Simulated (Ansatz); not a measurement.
SrF2 (fluorite, space group No. 225), r²SCAN in the plane-wave PAW code Ansatz: ε∞ = 2.16, cell volume 48.54 Å³. Infrared-active transverse modes:

| ω_TO (cm⁻¹) | oscillator strength S_xx (e²/amu) |
|---|---|
| 221.2 | 0.2161 |

Task: Compute the static dielectric constant.

Result: Each mode adds (4.921e7/V) S/ω²: 4.48. So ε0 = 6.64.

Task: What LO frequency does the Lyddane–Sachs–Teller relation give?

Result: ω_LO = ω_TO √(ε0/ε∞) = 388 cm⁻¹.

Space group Fm-3m (fluorite). Symmetry was held in the r²SCAN relaxation; phonons on a q-mesh show no instability. Spin–orbit coupling is left out wherever it is not named.

Potentials: the later of the program's two PAW sets.
